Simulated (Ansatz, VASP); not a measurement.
## Au: VASP beside Ansatz

```
CELL_PARAMETERS angstrom
2.93500 0.00000 0.00000
-1.46750 2.54179 0.00000
0.00000 0.00000 4.92290
ATOMIC_POSITIONS crystal
Au 0.33333 0.66667 0.25000
Au 0.66667 0.33333 0.75000
```

Alike in both runs: task single point; functional revPBE; k mesh 14 × 14 × 7; occupations fermi-dirac, width 0.1 eV; no spin polarisation.

|  | VASP | Ansatz |
| --- | --- | --- |
| version | VASP 6.6.1 | Ansatz 0.2.0 |
| potentials or method | VASP PAW PBE potentials, release 64 (Au) | plane waves (420 eV) with PAW, scalar-relativistic |
| plane-wave cutoff (eV) | 520 | 420 |
| valence electrons in the cell | 22 | 38 |

|  | VASP | Ansatz | Ansatz less VASP |
| --- | --- | --- | --- |
| pressure (GPa) | 0.1 | 0.3 | +0.20 |
| largest component of the traceless stress (GPa) | 0.21 | 0.20 | -0.019 |

The two sets of potentials don't hold the same shells in valence.

Caveats: the PAW data sets were made with another functional, which shifts forces and pressure a little (VASP). Spin-orbit coupling is left out, which matters for the levels of Au.
